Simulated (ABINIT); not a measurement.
Here is an ABINIT 10.8.3 (patched build) calculation.

Contents of run.abi:

```
# Datasets: one volume each
ndtset 7
getwfk -1
scalecart1 3*0.9795861087
scalecart2 3*0.9864848297
scalecart3 3*0.9932883884
scalecart4 3*1.0000000000
scalecart5 3*1.0066227096
scalecart6 3*1.0131594038
scalecart7 3*1.0196128224

# Pseudopotentials
pp_dirpath "./"
pseudos "C.LDA_PW-JTH.xml"

# Structure
acell 3*1.0
rprim
     0.0000000000     3.3700808789     3.3700808789
     3.3700808789     0.0000000000     3.3700808789
     3.3700808789     3.3700808789     0.0000000000
ntypat 1
znucl 6
natom 2
typat 1 1
xred
     0.7500000000     0.7500000000     0.7500000000
     0.5000000000     0.5000000000     0.5000000000

# Plane-wave basis
ecut 20.0
pawecutdg 40.0

# k points
kptopt 1
ngkpt 13 13 13
nshiftk 1
shiftk 0.0 0.0 0.0

# Exchange and correlation
ixc 7

# Bands and occupations
nband 8
occopt 3
tsmear 0.05 eV

# SCF cycle
nstep 100
tolvrs 1.0e-9

# Output
iomode 3
prtwf 1
prtden 0
prteig 0
prtebands 0
```

Potentials or basis: JTH PAW LDA v2.0.

Command:

```console
$ abinit run.abi > log 2>&1
```

Predict the bulk modulus.

469 GPa.

Estimate the equilibrium volume.

5.50 Å³/atom.

Predict the pressure derivative of the bulk modulus.

3.7.

Energy against volume, from the lowest point:
```
volume (Å³/atom)  energy (meV/atom)
           5.332               7.07
           5.445               0.00
           5.558               0.08
           5.672               6.72
           5.785              19.25
           5.899              37.16
           6.012              59.98
```

Caveat: pressures at fixed basis lie under the slope of the energies; the atomic spheres overlap.

**Experimental background.**

“Equation of state of cubic boron nitride at high pressures and temperatures”, 2007, arxiv:cond-mat/0702656 quotes, for a bulk crystal of C: bulk modulus 442 ± 5 GPa.

Against the measured bulk modulus of C, 442 GPa (quoted in “Equation of state of cubic boron nitride at high pressures and temperatures”, 2007, arxiv:cond-mat/0702656), the calculated 469 GPa is off by +6.1 %. 3 values of this kind are on record (442 to 444.8 GPa); this one was drawn at random among those near their median, those with a stated uncertainty first. The fit is for a static lattice scaled at fixed shape and fixed fractional positions. The cell as given is a measured one (5.67 Å³/atom); LDA puts the equilibrium volume -3.0 % from it, thermal expansion not counted.
